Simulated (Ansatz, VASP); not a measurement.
# Two plane-wave programs on Sc

File INCAR:

```
SYSTEM = Sc
PREC     = Accurate       ! precision mode
ENCUT    = 520            ! plane-wave cutoff, eV
EDIFF    = 1E-6           ! SCF threshold, eV
ISMEAR   = 0              ! smearing method
SIGMA    = 0.15           ! smearing width, eV
LREAL    = .FALSE.        ! projectors in reciprocal space
LASPH    = .TRUE.         ! aspherical terms in the spheres
NELM     = 60             ! most SCF steps
ALGO     = Fast           ! electronic algorithm
ISIF     = 2              ! what is computed and relaxed
LWAVE    = .FALSE.        ! write WAVECAR
LCHARG   = .FALSE.        ! write CHGCAR
NBANDS   = 12             ! bands
```

KPOINTS

```
Automatic mesh
0
G
  18 18 18
  0 0 0
```

The input POSCAR:

```
Sc
1.0
    0.0000000000      2.2705000000      2.3045575000
    2.2705000000      0.0000000000      2.3045575000
    2.2705000000      2.2705000000      0.0000000000
Sc
1
Direct
    0.0000000000      0.0000000000      0.0000000000
```

Input for Ansatz:

```yaml
crystal:
  lattice:
    - [0.0, 2.2705, 2.3045575]
    - [2.2705, 0.0, 2.3045575]
    - [2.2705, 2.2705, 0.0]
  atoms:
    - { symbol: Sc, position: [0.0, 0.0, 0.0] }
basis:
  ecutwfc: 420
kpoints:
  mp_grid: { grid: [18, 18, 18] }
hamiltonian:
  xc: lda
scf:
  occupations: { method: gaussian, width: 0.15 }
output:
  forces: true
  stress: true
  eigenvalues: true
```

Change from the starting cell: strain +0.000 along x and y, +0.015 along z, atoms carried along.

Alike in both runs: task single point; functional LDA; k mesh 18 × 18 × 18; occupations gaussian, width 0.15 eV; no spin polarisation.

```csv
,VASP,Ansatz
version,VASP 6.6.1,Ansatz 0.2.0
potentials or method,"VASP PAW LDA potentials, release 64 (Sc_sv)","scalar-relativistic, plane waves, PAW"
plane-wave cutoff (eV),520,420
valence electrons in the cell,11,11
```

VASP gave:

| Property | Result |
| --- | --- |
| gap on the k mesh at the Fermi level (eV) | none |
| pressure (GPa) | -3.1 |
| largest component of the traceless stress (GPa) | 0.32 |

Which values does Ansatz return?

gap on the k mesh at the Fermi level (eV): none; pressure (GPa): -3.2; largest component of the traceless stress (GPa): 0.32.

A gap of «none» marks a metal or a gap that the smearing closes.
